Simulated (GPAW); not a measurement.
Runs of GPAW 26.7.0 on KBr. Symmetry: Fm-3m, No. 225, cubic system. Conventional cell: a = 6.600 Å, b = 6.600 Å, c = 6.600 Å, α = 90.00°, β = 90.00°, γ = 90.00°. Around Br (site symmetry m-3m) lie 6 K at 3.30 Å. K (site symmetry m-3m) is surrounded by 6 Br at 3.30 Å. 

```tsv
task	level	potentials or basis	cell	k mesh	cutoff (eV)	smearing	maxiter	optimizer	fmax	max steps	convergence	gap on the mesh (eV)	pressure (GPa)	relaxed volume (Å³/atom)
relaxation of cell and atoms	PBEsol	PAW data sets generated in the run's folder for this functional, pw	relaxed	7 × 7 × 7	600	fermi-dirac 0.05 eV	150	BFGS	0.02 eV/Å	60	density=1e-05 forces=0.0001	4.35	0.0	35.06
relaxation of cell and atoms	PBEsol	PAW data sets generated in the run's folder for this functional, pw	relaxed to 20 GPa	7 × 7 × 7	600	fermi-dirac 0.05 eV	150	BFGS	0.02 eV/Å	60	density=1e-05 forces=0.0001	(c)	19.9	-
single point	LDA	the program's PAW data sets (release 1.2.1) made for this functional, pw	as given	6 × 6 × 6	450	fermi-dirac 0.05 eV	120	-	-	-	default	4.04	-1.9	-
relaxation of cell and atoms	PBEsol	PAW data sets generated in the run's folder for this functional, pw	relaxed to 10 GPa	7 × 7 × 7	600	fermi-dirac 0.05 eV	150	BFGS	0.02 eV/Å	60	density=1e-05 forces=0.0001	(a)	10.0	-
single point	PBE	GPAW PAW data sets (gpaw-data 1.2.1), pw	as given	6 × 6 × 6	450	fermi-dirac 0.05 eV	120	-	-	-	default	(d)	0.4	-
relaxation of cell and atoms	PBEsol	PAW data sets generated in the run's folder for this functional, pw	relaxed to 5 GPa	7 × 7 × 7	600	fermi-dirac 0.05 eV	150	BFGS	0.02 eV/Å	60	density=1e-05 forces=0.0001	4.92	5.0	-
relaxation of cell and atoms	PBEsol+D4	PAW data sets generated in the run's folder for this functional, pw	relaxed	7 × 7 × 7	600	fermi-dirac 0.05 eV	150	BFGS	0.02 eV/Å	60	density=1e-05 forces=0.0001	4.41	0.1	34.17
relaxation of cell and atoms	PBEsol	PAW data sets generated in the run's folder for this functional, pw	relaxed to 2 GPa	7 × 7 × 7	600	fermi-dirac 0.05 eV	150	BFGS	0.02 eV/Å	60	density=1e-05 forces=0.0001	(b)	1.9	-
```

Alike in all rows: no spin polarisation.

Estimate the missing entries.

(a) 5.13; (b) 4.61; (c) 4.66; (d) 4.44.

Caveats: later steps reuse the first step's grids (some runs); the volume moved by over 15 % at a fixed basis, so the end points are rough (some runs); an odd mesh through Γ misses points on the zone boundary, where band edges often lie (some runs); the cutoff is short for stress and forces, so pressures can be off by a GPa or more (some runs).

A k mesh can miss the band edges, and the runs leave out spin-orbit coupling on Br.
